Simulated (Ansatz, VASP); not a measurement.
**Two plane-wave programs on Pt**

```
Pt
1.0
     0.00000    1.99461    1.99461
     1.95790    0.03671    1.95790
     1.95790    1.95790    0.03671
Pt
1
Direct
  0.00000 0.00000 0.00000
```

Change from the starting cell: strain +0.0375 x Voigt [0, 0, 0, 1, 0, 0], atoms carried along.

Alike in both runs: task single point; functional PBE; k mesh 10 × 10 × 10; occupations gaussian, width 0.15 eV; no spin polarisation.

|  | VASP | Ansatz |
| --- | --- | --- |
| version | VASP 6.6.1 | Ansatz 0.2.0 |
| potentials or method | VASP PAW PBE potentials, release 64 (Pt) | scalar-relativistic, plane waves, PAW |
| plane-wave cutoff (eV) | 520 | 420 |
| valence electrons in the cell | 10 | 18 |

Ansatz gave:

- gap on the k mesh at the Fermi level (eV): none
- pressure (GPa): 12.2
- largest component of the traceless stress (GPa): 3.39

Problem. Which values does VASP return?

Solution. gap on the k mesh at the Fermi level (eV): none; pressure (GPa): 11.6; largest component of the traceless stress (GPa): 3.41.

A gap of «none» marks a metal or a gap that the smearing closes. The two sets of potentials don't hold the same shells in valence.

Spin-orbit coupling is left out, which matters for the levels of Pt.
